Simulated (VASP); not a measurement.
# BAs (F-43m) in VASP: settings compared

Aim: see how the results for BAs move with the level of theory and the settings. Levels: SCAN, rSCAN, PBE, AM05. Tasks: band structure, evGW0 quasiparticle levels, G0W0 low-scaling quasiparticle levels.

Program: VASP 6.6.1. These are calculated values, not measurements. Logs are shortened: lines on timing, memory, paths and dates and some standing lists are left out, and cuts for length are marked.

## 1. The crystal as given

It takes space group F-43m (No. 216, cubic). The conventional cell has a = 4.777 Å, b = 4.777 Å, c = 4.777 Å, α = 90.00°, β = 90.00°, γ = 90.00°. As (site symmetry -43m) has 4 B at 2.07 Å as nearest neighbours. B (site symmetry -43m) has 4 As at 2.07 Å as nearest neighbours.

## 2. Band structure, SCAN, spin-orbit coupling, no magnetisation

Contents of INCAR:

```
PREC = Accurate
ENCUT = 520
EDIFF = 1E-7
ISMEAR = -1
SIGMA = 0.05
LREAL = F
LASPH = T
NELM = 80
ALGO = Normal
ISIF = 2
LWAVE = F
LCHARG = F
MAGMOM = 0 0 0 0 0 0
LORBIT = 11
LSORBIT = T
GGA_COMPAT = F
METAGGA = SCAN
LMIXTAU = T
NBANDS = 20
```

Contents of KPOINTS:

```
Automatic mesh
0
Gamma
  7 7 7
```

Contents of POSCAR:

```
BAs
1.0
    0.0000000000      2.3885000000      2.3885000000
    2.3885000000      0.0000000000      2.3885000000
    2.3885000000      2.3885000000      0.0000000000
As B
1 1
Direct
    0.7500000000      0.7500000000      0.7500000000
    0.0000000000      0.0000000000      0.0000000000
```

Contents of KPOINTS_OPT:

```
path GXWKGLUWLK,UX
10
line-mode
reciprocal
 0.0000000000  0.0000000000  0.0000000000  G
 0.5000000000  0.0000000000  0.5000000000  X

 0.5000000000  0.0000000000  0.5000000000  X
 0.5000000000  0.2500000000  0.7500000000  W

 0.5000000000  0.2500000000  0.7500000000  W
 0.3750000000  0.3750000000  0.7500000000  K

 0.3750000000  0.3750000000  0.7500000000  K
 0.0000000000  0.0000000000  0.0000000000  G

 0.0000000000  0.0000000000  0.0000000000  G
 0.5000000000  0.5000000000  0.5000000000  L

 0.5000000000  0.5000000000  0.5000000000  L
 0.6250000000  0.2500000000  0.6250000000  U

 0.6250000000  0.2500000000  0.6250000000  U
 0.5000000000  0.2500000000  0.7500000000  W

 0.5000000000  0.2500000000  0.7500000000  W
 0.5000000000  0.5000000000  0.5000000000  L

 0.5000000000  0.5000000000  0.5000000000  L
 0.3750000000  0.3750000000  0.7500000000  K

 0.6250000000  0.2500000000  0.6250000000  U
 0.5000000000  0.0000000000  0.5000000000  X
```

Potentials or basis: VASP PAW PBE potentials, release 64 (As, B).

Launch:

```
cat potpaw_PBE.64/As/POTCAR potpaw_PBE.64/B/POTCAR > POTCAR
mpirun -np 1 vasp_ncl > vasp.out
```

OUTCAR:

```text
PREC = Accurate
   ENCUT = 520
   EDIFF = 1E-7
   ISMEAR = -1
   LREAL = F
   LASPH = T
   NELM = 80
   ISIF = 2
   LORBIT = 11
   LSORBIT = T
   METAGGA = SCAN

 ion  position               nearest neighbor table
   1  0.750  0.750  0.750-   2 2.07   2 2.07   2 2.07   2 2.07
   2  0.000  0.000  0.000-   1 2.07   1 2.07   1 2.07   1 2.07

  LATTYP: Found a face centered cubic cell.
 ALAT       =     4.7770000000

  Lattice vectors:

 A1 = (   0.0000000000,   2.3885000000,   2.3885000000)
 A2 = (   2.3885000000,   0.0000000000,   2.3885000000)
 A3 = (   2.3885000000,   2.3885000000,   0.0000000000)

Analysis of symmetry for initial positions (statically):
=====================================================================
 Subroutine PRICEL returns:
 Original cell was already a primitive cell.

 Routine SETGRP: Setting up the symmetry group for a
 face centered cubic supercell.

 Subroutine GETGRP returns: Found 24 space group operations
 (whereof 24 operations were pure point group operations)
 out of a pool of 48 trial point group operations.

The static configuration has the point symmetry T_d .

Analysis of symmetry for dynamics (positions and initial velocities):
=====================================================================
 Subroutine PRICEL returns:
 Original cell was already a primitive cell.

 Routine SETGRP: Setting up the symmetry group for a
 face centered cubic supercell.

 Subroutine GETGRP returns: Found 24 space group operations
 (whereof 24 operations were pure point group operations)
 out of a pool of 48 trial point group operations.

The dynamic configuration has the point symmetry T_d .

Analysis of structural, dynamic, and magnetic symmetry:
=====================================================================
 Subroutine PRICEL returns:
 Original cell was already a primitive cell.

 Routine SETGRP: Setting up the symmetry group for a
 face centered cubic supercell.

 Subroutine GETGRP returns: Found 24 space group operations
 (whereof 24 operations were pure point group operations)
[... 720 lines left out ...]
  -------------------------------------------------------------------------------------
  Total        0.0304442      0.0304442      0.0304442      0.0000000      0.0000000      0.0000000
  in kB        1.7898176      1.7898176      1.7898176      0.0000000      0.0000000      0.0000000
  external PRESSURE =       1.7898176 kB  Pullay stress =       0.0000000 kB

 VOLUME and BASIS-vectors are now :
 -----------------------------------------------------------------------------
  energy-cutoff  :      520.00
  volume of cell :       27.25
      direct lattice vectors                 reciprocal lattice vectors
     0.000000000  2.388500000  2.388500000    -0.209336404  0.209336404  0.209336404
     2.388500000  0.000000000  2.388500000     0.209336404 -0.209336404  0.209336404
     2.388500000  2.388500000  0.000000000     0.209336404  0.209336404 -0.209336404

 POSITION                                       TOTAL-FORCE (eV/Angst)
 -----------------------------------------------------------------------------------
      3.58275      3.58275      3.58275        -0.000000     -0.000000     -0.000000
      0.00000      0.00000      0.00000         0.000000      0.000000      0.000000
 -----------------------------------------------------------------------------------
    total drift:                               -0.000001     -0.000001     -0.000001

  FREE ENERGIE OF THE ION-ELECTRON SYSTEM (eV)
  ---------------------------------------------------
  free  energy   TOTEN  =       -27.8700224835 eV

  energy  without entropy=      -27.8700224498  energy(sigma->0) =      -27.87002247

 Spin-Orbit-Coupling matrix elements

 Ion:    1  E_soc:     -0.0208039
 l=   1
     0.0000000    -0.0034404    -0.0034404
    -0.0034404     0.0000000    -0.0034404
    -0.0034404    -0.0034404     0.0000000
 l=   2
     0.0000000    -0.0000139     0.0000000    -0.0000139    -0.0000130
    -0.0000139     0.0000000    -0.0000097    -0.0000139    -0.0000032
     0.0000000    -0.0000097     0.0000000    -0.0000097     0.0000000
    -0.0000139    -0.0000139    -0.0000097     0.0000000    -0.0000032
    -0.0000130    -0.0000032     0.0000000    -0.0000032     0.0000000
 l=   3
     0.0000000     0.0000000     0.0000000     0.0000000     0.0000000     0.0000000     0.0000000
     0.0000000     0.0000000     0.0000000     0.0000000     0.0000000     0.0000000     0.0000000
     0.0000000     0.0000000     0.0000000     0.0000000     0.0000000     0.0000000     0.0000000
     0.0000000     0.0000000     0.0000000     0.0000000     0.0000000     0.0000000     0.0000000
     0.0000000     0.0000000     0.0000000     0.0000000     0.0000000     0.0000000     0.0000000
     0.0000000     0.0000000     0.0000000     0.0000000     0.0000000     0.0000000     0.0000000
     0.0000000     0.0000000     0.0000000     0.0000000     0.0000000     0.0000000     0.0000000

 Ion:    2  E_soc:     -0.0000084
 l=   1
     0.0000000    -0.0000014    -0.0000014
    -0.0000014     0.0000000    -0.0000014
    -0.0000014    -0.0000014     0.0000000
 l=   2
     0.0000000     0.0000000     0.0000000     0.0000000     0.0000000
     0.0000000     0.0000000     0.0000000     0.0000000     0.0000000
     0.0000000     0.0000000     0.0000000     0.0000000     0.0000000
     0.0000000     0.0000000     0.0000000     0.0000000     0.0000000
     0.0000000     0.0000000     0.0000000     0.0000000     0.0000000
 l=   3
     0.0000000     0.0000000     0.0000000     0.0000000     0.0000000     0.0000000     0.0000000
     0.0000000     0.0000000     0.0000000     0.0000000     0.0000000     0.0000000     0.0000000
     0.0000000     0.0000000     0.0000000     0.0000000     0.0000000     0.0000000     0.0000000
     0.0000000     0.0000000     0.0000000     0.0000000     0.0000000     0.0000000     0.0000000
     0.0000000     0.0000000     0.0000000     0.0000000     0.0000000     0.0000000     0.0000000
     0.0000000     0.0000000     0.0000000     0.0000000     0.0000000     0.0000000     0.0000000
     0.0000000     0.0000000     0.0000000     0.0000000     0.0000000     0.0000000     0.0000000

 total charge

# of ion       s       p       d       tot
------------------------------------------
    1        1.167   1.691   0.092   2.950
    2        0.662   1.167   0.000   1.829
--------------------------------------------------
tot          1.829   2.858   0.092   4.780

 magnetization (x)

# of ion       s       p       d       tot
------------------------------------------
    1       -0.000   0.000   0.000   0.000
    2       -0.000   0.000   0.000  -0.000
--------------------------------------------------
tot         -0.000   0.000   0.000   0.000

 magnetization (y)

# of ion       s       p       d       tot
------------------------------------------
    1       -0.000   0.000   0.000  -0.000
    2        0.000  -0.000   0.000  -0.000
--------------------------------------------------
tot         -0.000  -0.000   0.000  -0.000

 magnetization (z)

# of ion       s       p       d       tot
------------------------------------------
    1       -0.000   0.000   0.000   0.000
    2       -0.000   0.000   0.000  -0.000
--------------------------------------------------
tot         -0.000   0.000   0.000   0.000
```

OSZICAR:

```text
N       E                     dE             d eps       ncg     rms          rms(c)
DAV:   1     0.102295449864E+01    0.10230E+01   -0.33020E+03  1200   0.719E+02
DAV:   2    -0.281179410631E+02   -0.29141E+02   -0.26873E+02  1624   0.136E+02
DAV:   3    -0.294681946597E+02   -0.13503E+01   -0.13336E+01  1484   0.251E+01
[... 39 lines left out ...]
DAV:   6    -0.314705183209E+03   -0.15439E-05     1492
DAV:   7    -0.314705183217E+03   -0.72663E-08     1184
       N       E                     dE             ncg
DAV:   1     0.614700918339E+04   -0.31652E+04      400
DAV:   2     0.586677103350E+04   -0.28024E+03      556
DAV:   3     0.585553550638E+04   -0.11236E+02      536
DAV:   4     0.585548720924E+04   -0.48297E-01      468
DAV:   5     0.585548710592E+04   -0.10333E-03      512
DAV:   6     0.585548710553E+04   -0.38342E-06      492
DAV:   7     0.585548710553E+04   -0.19681E-08      432
```

stdout:

```text
POSCAR found type information on POSCAR AsB
 POSCAR found :  2 types and       2 ions
 scaLAPACK will be used
 -----------------------------------------------------------------------------
|                                                                             |
|                                                                             |
|     You enforced a specific xc type in the INCAR file but a different       |
|     I HOPE YOU KNOW WHAT YOU ARE DOING!                                     |
|                                                                             |
 -----------------------------------------------------------------------------

 LDA part: xc-table for (None), standard interpolation
 POSCAR, INCAR and KPOINTS ok, starting setup
 FFT: planning ... GRIDC
 FFT: planning ... GRID_SOFT
 FFT: planning ... GRID
 WAVECAR not read
 entering main loop
 Start KPOINTS_OPT (optional k-point list driver)
k-point batch [1-30\100]
k-point batch [31-60\100]
k-point batch [61-90\100]
k-point batch [91-100\100]
```

It took 7.2 min on 1 thread of AMD EPYC 9R45 (Zen 5), shared host; peak memory 0.27 GiB.

Results:

| Property | Result |
| --- | --- |
| Free energy | -27.8700 eV |
| Pressure | 0.2 GPa |
| Valence electrons inside the program's atomic spheres | As 2.95; B 1.83 |

Caveat: the PAW data sets were made with another functional, which shifts forces and pressure a little.

## 3. Band structure, rSCAN

Contents of INCAR:

```
SYSTEM = BAs
ALGO = Normal
EDIFF = 1E-7
ENCUT = 520
ISIF = 2
ISMEAR = -1
LASPH = .True.
LCHARG = .False.
LMIXTAU = .True.
LREAL = .False.
LWAVE = .False.
METAGGA = RSCAN
NBANDS = 11
NELM = 60
PREC = Accurate
SIGMA = 0.05
```

Contents of KPOINTS:

```
k-points
0
Gamma
  10 10 10
  0 0 0
```

POSCAR is that of step 2.

Changes to KPOINTS_OPT since step 2:

```diff
@@ -1,3 +1,3 @@
 path GXWKGLUWLK,UX
-10
+20
 line-mode
```

Potentials or basis: VASP PAW PBE potentials, release 64 (As, B).

Launch:

```
cat potpaw_PBE.64/As/POTCAR potpaw_PBE.64/B/POTCAR > POTCAR
mpirun -np 1 vasp_std > vasp.out
```

It took 2.4 min on 1 thread of AMD EPYC 9R45 (Zen 5), shared host; peak memory 0.15 GiB.

It converged, with:

```
Free energy             : -31.7312 eV
Pressure                : 0.6 GPa
Band gap on the k mesh  : 1.38 eV, indirect (least direct gap 3.44 eV)
Band gap along the path : 1.38 eV, indirect (least direct gap 3.44 eV)
```

Levels at the corners of the path, in eV from the valence-band top:
```csv
point,band 1,band 2,band 3,band 4,band 5,band 6,band 7,band 8
Γ,-16.13,0.00,0.00,0.00,3.44,3.44,3.44,5.12
X,-11.69,-9.04,-4.30,-4.30,1.63,1.70,12.12,12.12
X,-11.69,-9.04,-4.30,-4.30,1.63,1.70,12.12,12.12
W,-11.52,-8.59,-5.72,-5.42,5.69,6.43,7.20,7.40
W,-11.52,-8.59,-5.72,-5.42,5.69,6.43,7.20,7.40
K,-11.75,-8.65,-6.20,-3.68,2.29,5.96,9.77,10.39
K,-11.75,-8.65,-6.20,-3.68,2.29,5.96,9.77,10.39
Γ,-16.13,0.00,0.00,0.00,3.44,3.44,3.44,5.12
Γ,-16.13,0.00,0.00,0.00,3.44,3.44,3.44,5.12
L,-13.12,-9.22,-1.94,-1.94,2.97,5.06,5.06,9.59
L,-13.12,-9.22,-1.94,-1.94,2.97,5.06,5.06,9.59
U,-11.75,-8.65,-6.20,-3.68,2.29,5.96,9.77,10.39
U,-11.75,-8.65,-6.20,-3.68,2.29,5.96,9.77,10.39
W,-11.52,-8.59,-5.72,-5.42,5.69,6.43,7.20,7.40
W,-11.52,-8.59,-5.72,-5.42,5.69,6.43,7.20,7.40
L,-13.12,-9.22,-1.94,-1.94,2.97,5.06,5.06,9.59
L,-13.12,-9.22,-1.94,-1.94,2.97,5.06,5.06,9.59
K,-11.75,-8.65,-6.20,-3.68,2.29,5.96,9.77,10.39
U,-11.75,-8.65,-6.20,-3.68,2.29,5.96,9.77,10.39
X,-11.69,-9.04,-4.30,-4.30,1.63,1.70,12.12,12.12
```

Caveat: the PAW data sets were made with another functional, which shifts forces and pressure a little.

## 4. EvGW0 quasiparticle levels, PBE

POSCAR is that of step 3.

Contents of INCAR.step1:

```
SYSTEM = BAs
ALGO = Normal ; EDIFF = 1E-8
ENCUT = 500 ; GGA = PE
ISMEAR = 0 ; KPAR = 4
LASPH = .True. ; LCHARG = .False.
LREAL = .False. ; LWAVE = .True.
NELM = 100 ; PREC = Accurate
SIGMA = 0.01
```

Contents of INCAR.step2:

```
SYSTEM = BAs
ALGO = Exact ; EDIFF = 1E-8
ENCUT = 500 ; GGA = PE
ISMEAR = 0 ; ISTART = 1
KPAR = 4 ; LASPH = .True.
LCHARG = .False. ; LOPTICS = .True.
LREAL = .False. ; LWAVE = .True.
NBANDS = 179 ; NELM = 1
PREC = Accurate ; SIGMA = 0.01
```

Contents of INCAR.step3:

```
SYSTEM = BAs
ALGO = EVGW0 ; EDIFF = 1E-8
ENCUT = 500 ; ENCUTGW = 200
GGA = PE ; ISMEAR = 0
ISTART = 1 ; KPAR = 4
LASPH = .True. ; LCHARG = .False.
LREAL = .False. ; LWAVE = .False.
NBANDS = 179 ; NBANDSGW = 12
NELMGW = 4 ; NOMEGA = 50
PREC = Accurate ; PRECFOCK = Fast
SIGMA = 0.01
```

Contents of KPOINTS:

```
k-points
0
Gamma
  6 6 6
  0 0 0
```

Potentials or basis: VASP PAW PBE potentials, release 64 (As_GW, B_GW).

Launch:

```
cat potpaw_PBE.64/As_GW/POTCAR potpaw_PBE.64/B_GW/POTCAR > POTCAR
cp INCAR.step1 INCAR
mpirun -np 4 vasp_std > vasp.out
cp INCAR.step2 INCAR
mpirun -np 4 vasp_std > vasp.out
cp INCAR.step3 INCAR
mpirun -np 4 vasp_std > vasp.out
```

OUTCAR:

```text
SYSTEM = BAs
   EDIFF = 1E-8
   ENCUT = 500
   ENCUTGW = 200
   GGA = PE
   ISMEAR = 0
   ISTART = 1
   LASPH = .True.
   LREAL = .False.
   NELMGW = 4
   PREC = Accurate
   PRECFOCK = Fast

 ion  position               nearest neighbor table
   1  0.750  0.750  0.750-   2 2.07   2 2.07   2 2.07   2 2.07
[... 191 lines left out ...]
      1      -9.2365     -10.0543     -12.8266     -11.6541     -19.6017       0.6975       2.0000       1.1776
      2       6.1697       5.5514     -13.3737     -12.5888     -13.9922       0.7878       2.0000       0.0151
      3       6.1697       5.5514     -13.3737     -12.5888     -13.9922       0.7878       2.0000       0.0151
      4       6.1697       5.5514     -13.3737     -12.5888     -13.9922       0.7878       2.0000       0.0151
      5       9.4431       9.6748     -11.0907     -11.3860      -6.7558       0.7847       0.0000      -0.0973
      6       9.4431       9.6748     -11.0907     -11.3860      -6.7558       0.7847       0.0000      -0.0973
      7       9.4431       9.6748     -11.0907     -11.3860      -6.7558       0.7847       0.0000      -0.0973
      8      10.8301      11.2858     -12.0156     -12.6158      -6.6645       0.7593       0.0000      -0.1381
      9      15.7381      15.7075      -8.9816      -8.9423      -3.1114       0.7794       0.0000      -0.2837
     10      19.1183      19.0963     -10.4370     -10.4088      -4.3900       0.7774       0.0000      -0.3593
     11      19.1183      19.0963     -10.4370     -10.4088      -4.3900       0.7774       0.0000      -0.3593
     12      20.5324      20.5128      -9.0667      -9.0415      -2.5290       0.7766       0.0000      -0.4912
[... 1002 lines left out ...]
      1      -5.7893      -5.7988     -13.2001       7.3978     -18.2496       0.7301       2.0000       0.5563
      2      -3.1388      -3.1477     -13.1214       9.9701     -17.4813       0.7171       2.0000       0.3447
      3       0.0582       0.0522     -12.2574      12.3077     -14.7495       0.7541       2.0000       0.0766
      4       0.2597       0.2538     -12.2829      12.5348     -14.6988       0.7549       2.0000       0.0715
      5       9.9744       9.9734     -10.5284      20.5016      -5.7484       0.7844       0.0000      -0.1157
      6      10.3513      10.3507     -10.5842      20.9347      -5.7123       0.7838       0.0000      -0.1238
      7      15.0531      15.0524     -11.2874      26.3395      -4.9376       0.7475       0.0000      -0.2767
      8      15.3538      15.3542     -11.0726      26.4269      -4.8189       0.7545       0.0000      -0.2795
      9      18.7315      18.7313     -11.5036      30.2349      -4.1669       0.7391       0.0000      -0.5207
     10      22.0623      22.0627     -11.4380      33.5008      -4.1521       0.7534       0.0000      -0.7606
     11      22.0134      22.0139     -10.4725      32.4864      -3.3690       0.7596       0.0000      -0.6483
     12      25.1269      25.1267     -10.7599      35.8866      -3.4523       0.7538       0.0000      -0.9347
```

OUTCAR.step2:

```text
SYSTEM = BAs
   EDIFF = 1E-8
   ENCUT = 500
   GGA = PE
[... 851 lines left out ...]
  --------------------------------------------------------------------------------------------------------------
     0.00000    11.47558    11.47558    11.47558    -0.00000    -0.00000     0.00000
     2.48298    15.16980    15.16980    15.16980    -0.00000    -0.00000     0.00000
     4.96597    15.88015    15.88015    15.88015    -0.00000    -0.00000     0.00000
     7.44895    -2.83646    -2.83646    -2.83646     0.00000     0.00000     0.00000
     9.93194    -5.95992    -5.95992    -5.95992     0.00000     0.00000    -0.00000
    12.41492    -2.01667    -2.01667    -2.01667     0.00000     0.00000    -0.00000
[... 92 lines left out ...]
   243.33244     0.99252     0.99252     0.99252     0.00000     0.00000    -0.00000
   245.81542     0.99267     0.99267     0.99267     0.00000     0.00000    -0.00000
```

Wall time 3.6 min (4 MPI ranks of Intel Xeon 6975P-C (Granite Rapids), shared host); peak memory 0.71 GiB.

Results:

```yaml
Band_gap_on_the_k_mesh_mean-field_level: 1.27 eV, indirect (least direct gap 3.27 eV)
Quasiparticle_gap: 2.00 eV
Least_direct_quasiparticle_gap: 4.24 eV
```

Quasiparticle gap after each update of the energies (eV): 1.91, 1.99, 2.00, 2.00

Caveat: bands, screening cutoff and mesh are small and nothing is extrapolated, so the quasiparticle values aren't converged. A k mesh can miss the band edges.

(Continued in part 2 of 2.)
